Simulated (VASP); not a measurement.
Runs of VASP 6.6.1 on MoS2. Symmetry: R3m, No. 160, trigonal system. Conventional cell: a = 3.160 Å, b = 3.160 Å, c = 18.450 Å, α = 90.00°, β = 90.00°, γ = 120.00°. Mo (site symmetry 3m) has 6 S at 2.39 Å as nearest neighbours. Around S (site symmetry 3m) lie 3 Mo at 2.39 Å. S (site symmetry 3m) is surrounded by 3 Mo at 2.39 Å. Measurements of this composition are mostly on another form, of space group No. 194.

```tsv
task	level	potentials or basis	spin	k mesh	cutoff (eV)	smearing	k mesh for the DOS	occupations for the DOS	gap on the mesh (eV)	pressure (GPa)	largest force (eV/Å)
single point	PBEsol	VASP PAW PBE potentials, release 54 (Mo_sv, S)	off	10 × 10 × 10	520	gaussian 0.02 eV	-	-	0.92	0.3	0.26
single point	PBEsol	VASP PAW PBE potentials, release 64 (Mo_sv_GW, S_GW)	off	10 × 10 × 10	550	gaussian 0.1 eV	-	-	0.91	(c)	(b)
single point	PBE	VASP PAW PBE potentials, release 64 (Mo_sv, S)	off	10 × 10 × 10	520	fermi-dirac 0.05 eV	-	-	0.97	5.2	0.51
single point	RPBE	VASP PAW PBE potentials, release 54 (Mo_sv, S)	off	10 × 10 × 10	520	gaussian 0.05 eV	-	-	1.02	(a)	(d)
```

Alike in all rows: cell as given.

Fill in the values left out.

(a) 7.8; (b) 0.28; (c) 0.2; (d) 0.57.

Caveats: the PAW data sets were made with another functional, which shifts forces and pressure a little (some runs).

A k mesh can miss the band edges, and the runs leave out spin-orbit coupling on Mo.

Not every run made on this cell is shown here.
